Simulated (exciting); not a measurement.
# YN (Fm-3m) in exciting: reference runs

Aim: a first look at YN with PBE, on the cell as given.

All numbers are computed with exciting (release sodium); they aren't measurements. Logs are shortened: lines on timing, memory, paths and dates and some standing lists are left out, and cuts for length are marked.

**1. Starting point**

It takes space group Fm-3m (No. 225, cubic). The conventional cell has a = 4.877 Å, b = 4.877 Å, c = 4.877 Å, α = 90.00°, β = 90.00°, γ = 90.00°. Y (site symmetry m-3m) has 6 N at 2.44 Å as nearest neighbours. Around N (site symmetry m-3m) lie 6 Y at 2.44 Å.

**2. Single point, PBE**

The input, input.xml:

```xml
<input>
  <title>YN</title>
  <structure speciespath="./" tshift="false">
    <crystal scale="1">
      <basevect>0.000000000000 4.608097154900 4.608097154900</basevect>
      <basevect>4.608097154900 0.000000000000 4.608097154900</basevect>
      <basevect>4.608097154900 4.608097154900 0.000000000000</basevect>
    </crystal>
    <species speciesfile="Y.xml" rmt="2.3">
      <atom coord="0.000000000000 0.000000000000 0.000000000000"/>
    </species>
    <species speciesfile="N.xml" rmt="1.45">
      <atom coord="0.500000000000 0.500000000000 0.500000000000"/>
    </species>
  </structure>
  <groundstate do="fromscratch" ngridk="9 9 9" rgkmax="7.5" gmaxvr="14" lmaxapw="10" lmaxmat="10" lmaxvr="8" xctype="GGA_PBE" stype="Fermi Dirac" swidth="0.00183747" nempty="14" ValenceRelativity="iora*" epsengy="1e-05" epspot="1e-05" maxscl="60" tforce="true" outputlevel="normal"/>
</input>
```

Potentials or basis: all-electron LAPW+lo, shipped species files, valence relativity iora*.

Run with:

```console
$ OMP_NUM_THREADS=1 exciting_smp
```

INFO.OUT:

```text
================================================================================
EXCITING SODIUM started
[... 10 lines left out ...]

 Lattice vectors (cartesian) :
      0.0000000000      4.6080971549      4.6080971549
      4.6080971549      0.0000000000      4.6080971549
      4.6080971549      4.6080971549      0.0000000000

 Reciprocal lattice vectors (cartesian) :
     -0.6817548650      0.6817548650      0.6817548650
      0.6817548650     -0.6817548650      0.6817548650
      0.6817548650      0.6817548650     -0.6817548650

 Unit cell volume                           :     195.7018254120
 Brillouin zone volume                      :       1.2674905455

 Species :    1 (Y)
     parameters loaded from                 :    Y.xml
     name                                   :    yttrium
     nuclear charge                         :     -39.00000000
     electronic charge                      :      39.00000000
     atomic mass                            :  162065.45020000
     muffin-tin radius                      :       2.30000000
     # of radial points in muffin-tin       :     400

     atomic positions (lattice) :
       1 :   0.00000000  0.00000000  0.00000000

 Species :    2 (N)
     parameters loaded from                 :    N.xml
     name                                   :    nitrogen
     nuclear charge                         :      -7.00000000
     electronic charge                      :       7.00000000
     atomic mass                            :   25532.72506000
     muffin-tin radius                      :       1.45000000
     # of radial points in muffin-tin       :     250

     atomic positions (lattice) :
       1 :   0.50000000  0.50000000  0.50000000

 Total number of atoms per unit cell        :       2

 Spin treatment                             :    spin-unpolarised

 Number of Bravais lattice symmetries       :      48
 Number of crystal symmetries               :      48

 k-point grid                               :       9    9    9
 Total number of k-points                   :      35
 k-point set is reduced with crystal symmetries

 R^MT_min * |G+k|_max (rgkmax)              :       7.50000000
 Species with R^MT_min                      :       2 (N)
 Maximum |G+k| for APW functions            :       5.17241379
 Maximum |G| for potential and density      :      14.00000000

 G-vector grid sizes                        :      30    30    30
 Total number of G-vectors                  :    9185

 Maximum angular momentum used for
     APW functions                          :      10
     computing H and O matrix elements      :      10
     potential and density                  :       8
     inner part of muffin-tin               :       2

 Total nuclear charge                       :     -46.00000000
 Total electronic charge                    :      46.00000000
 Total core charge                          :      30.00000000
 Total valence charge                       :      16.00000000

 Number of empty states                     :      14
 Total number of valence states             :      23

 Maximum Hamiltonian size                   :     486
 Maximum number of plane-waves              :     469
 Total number of local-orbitals             :      17

 Exchange-correlation type                  :      20
     Perdew-Burke-Ernzerhof, Phys. Rev. Lett. 77, 3865 (1996)
     Generalised gradient approximation (GGA)

 Smearing scheme                            :    Fermi-Dirac
 Smearing width                             :       0.00183747

 Using multisecant Broyden potential mixing
[... 16 lines left out ...]
+ SCF iteration number :    1                                                  +
++++++++++++++++++++++++++++++++++++++++++++++++++++++++++++++++++++++++++++++++
 Total energy                               :     -3438.82273539
 _______________________________________________________________
 Fermi energy                               :         0.27778047
 Kinetic energy                             :      3549.90762528
 Coulomb energy                             :     -6871.77845224
 Exchange energy                            :      -114.74988671
 Correlation energy                         :        -2.20202172

 DOS at Fermi energy (states/Ha/cell)       :         0.00000000

 Electron charges :
     core                                   :        30.00000000
     core leakage                           :         0.00007402
     valence                                :        16.00000000
     interstitial                           :         3.88520905
     charge in muffin-tin spheres :
                  atom     1     Y          :        35.94866470
                  atom     2     N          :         6.16612625
     total charge in muffin-tins            :        42.11479095
     total charge                           :        46.00000000

 Estimated fundamental gap                  :         0.11789370
        valence-band maximum at    1      0.0000  0.0000  0.0000
     conduction-band minimum at   24      0.4444  0.4444  0.0000

++++++++++++++++++++++++++++++++++++++++++++++++++++++++++++++++++++++++++++++++
+ SCF iteration number :    2                                                  +
++++++++++++++++++++++++++++++++++++++++++++++++++++++++++++++++++++++++++++++++
 Total energy                               :     -3441.63783378
 _______________________________________________________________
 Fermi energy                               :         0.32269910
 Kinetic energy                             :      3546.97773844
 Coulomb energy                             :     -6871.90126128
 Exchange energy                            :      -114.49795491
 Correlation energy                         :        -2.21635603
[... 61 lines left out ...]
 Electron charges :
     core                                   :        30.00000000
     core leakage                           :         0.00007434
     valence                                :        16.00000000
     interstitial                           :         4.03844918
     charge in muffin-tin spheres :
                  atom     1     Y          :        36.06595045
                  atom     2     N          :         5.89560037
     total charge in muffin-tins            :        41.96155082
     total charge                           :        46.00000000

 Estimated fundamental gap                  :         0.07397523
        valence-band maximum at    1      0.0000  0.0000  0.0000
     conduction-band minimum at   24      0.4444  0.4444  0.0000

 RMS change in effective potential (target) :   1.53860      ( 0.100000E-04)
 Absolute change in total energy   (target) :   4.08715      ( 0.100000E-04)
 Charge distance                   (target) :  0.240530E-01  ( 0.100000E-04)
 Abs. change in max-nonIBS-force   (target) :   0.00000      ( 0.500000E-04)

++++++++++++++++++++++++++++++++++++++++++++++++++++++++++++++++++++++++++++++++
+ SCF iteration number :    5                                                  +
++++++++++++++++++++++++++++++++++++++++++++++++++++++++++++++++++++++++++++++++
 Total energy                               :     -3443.21239707
 _______________________________________________________________
 Fermi energy                               :         0.36687817
 Kinetic energy                             :      3545.09655303
 Coulomb energy                             :     -6871.72199627
 Exchange energy                            :      -114.35853255
 Correlation energy                         :        -2.22842128
[... 333 lines left out ...]
 RMS change in effective potential (target) :  0.254896E-06  ( 0.100000E-04)
 Absolute change in total energy   (target) :  0.246527E-05  ( 0.100000E-04)
 Charge distance                   (target) :  0.301049E-08  ( 0.100000E-04)
 Abs. change in max-nonIBS-force   (target) :   0.00000      ( 0.500000E-04)

++++++++++++++++++++++++++++++++++++++++++++++++++++++++++++++++++++++++++++++++
| Convergency criteria checked for the last 2 iterations                       +
| Convergence targets achieved. Performing final SCF iteration                 +
++++++++++++++++++++++++++++++++++++++++++++++++++++++++++++++++++++++++++++++++
 Total energy                               :     -3440.60168726
 _______________________________________________________________
 Fermi energy                               :         0.34751490
 Kinetic energy                             :      3547.49681760
 Coulomb energy                             :     -6871.42317452
 Exchange energy                            :      -114.45684823
 Correlation energy                         :        -2.21848210

 DOS at Fermi energy (states/Ha/cell)       :         0.97768121

 Electron charges :
     core                                   :        30.00000000
     core leakage                           :         0.00007299
     valence                                :        16.00000000
     interstitial                           :         4.29968406
     charge in muffin-tin spheres :
                  atom     1     Y          :        36.29975746
                  atom     2     N          :         5.40055847
     total charge in muffin-tins            :        41.70031594
     total charge                           :        46.00000000

++++++++++++++++++++++++++++++++++++++++++++++++++++++++++++++++++++++++++++++++
+ Self-consistent loop stopped                                                 +
++++++++++++++++++++++++++++++++++++++++++++++++++++++++++++++++++++++++++++++++
 STATE.OUT is written

--------------------------------------------------------------------------------
- Writing atomic positions and forces                                          -
--------------------------------------------------------------------------------

 Atomic positions (lattice) :
 atom     1   Y  :     0.00000000    0.00000000    0.00000000
 atom     2   N  :     0.50000000    0.50000000    0.50000000

 Total atomic forces including IBS (cartesian) :
 atom     1   Y  :    -0.00000000   -0.00000000    0.00000000
 atom     2   N  :     0.00000000    0.00000000   -0.00000000

 Atomic force components including IBS (cartesian) :
 atom     1   Y  :    -0.00000000    0.00000000    0.00000000   HF force
                 :     0.00000000   -0.00000000    0.00000000   core correction
                 :    -0.00000000    0.00000000    0.00000000   IBS correction
 atom     2   N  :     0.00000000   -0.00000000   -0.00000000   HF force
                 :    -0.00000000    0.00000000    0.00000000   core correction
                 :     0.00000000   -0.00000000   -0.00000000   IBS correction

********************************************************************************
* Groundstate module stopped                                                   *
********************************************************************************

--------------------------------------------------------------------------------
- CAUTION! Warnings have been written in file WARNING.OUT !                    -
--------------------------------------------------------------------------------
================================================================================
| EXCITING SODIUM stopped                                                      =
================================================================================
```

Run time: 2.5 min. Hardware: 1 thread of Arm Neoverse V2, shared host; peak memory 0.13 GiB.

What came out:

```
Free energy                                       : -93623.5418 eV
Band gap on the k mesh                            : 0.24 eV, indirect (least direct gap 0.64 eV)
All electrons inside the program's atomic spheres : Y 36.30; N 5.40 (radii Y 2.3, N 1.45 bohr)
```

Caveat: an odd mesh through Γ misses points on the zone boundary, where band edges often lie.
